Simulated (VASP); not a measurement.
Input of a VASP 6.6.1 run:

File INCAR:

```
SYSTEM = KBr
PREC     = Accurate       ! precision mode
ENCUT    = 600            ! plane-wave cutoff, eV
EDIFF    = 1E-7           ! SCF threshold, eV
ISMEAR   = 0              ! smearing method
SIGMA    = 0.03           ! smearing width, eV
LREAL    = .FALSE.        ! projectors in reciprocal space
LASPH    = .TRUE.         ! aspherical terms in the spheres
NELM     = 80             ! most SCF steps
ALGO     = Normal         ! electronic algorithm
ISIF     = 3              ! what is computed and relaxed
LWAVE    = .FALSE.        ! write WAVECAR
LCHARG   = .FALSE.        ! write CHGCAR
GGA      = PE             ! functional
IBRION   = 2              ! ionic algorithm
NSW      = 90             ! ionic steps
EDIFFG   = -0.005         ! ionic threshold
```

File KPOINTS:

```
regular mesh
0
G
  8 8 8
  0 0 0
```

POSCAR

```
KBr                                     
1.0
    0.0000000000      3.3513656039      3.3513656039
    3.3513656039      0.0000000000      3.3513656039
    3.3513656039      3.3513656039      0.0000000000
  K               Br            
     1     1
Direct
     0.0000000000000000    0.0000000000000000    0.0000000000000000
     0.5000000000000000    0.5000000000000000    0.5000000000000000
```

Potentials or basis: VASP PAW PBE potentials, release 64 (K_sv, Br).

Run with:

```bash
$ cat potpaw_PBE.64/K_sv/POTCAR potpaw_PBE.64/Br/POTCAR > POTCAR
$ mpirun -np 1 vasp_std > vasp.out
```

Estimate the relaxed cell.

a = 4.744 Å, b = 4.744 Å, c = 4.744 Å, α = 60.00°, β = 60.00°, γ = 60.00°.

What does it give for the relaxed volume?

37.76 Å³/atom.

Predict the space group after relaxing (to 0.05 Å).

Fm-3m (No. 225).

What does it give for the band gap on the k mesh?

4.30 eV, direct.

Final structure:
```
K Br
1.0
     0.00000    3.35481    3.35481
     3.35481    0.00000    3.35481
     3.35481    3.35481    0.00000
K Br
1 1
Direct
  0.00000 0.00000 0.00000
  0.50000 0.50000 0.50000
```

A k mesh can miss the band edges. Zero-point motion and thermal expansion aren't in these numbers.
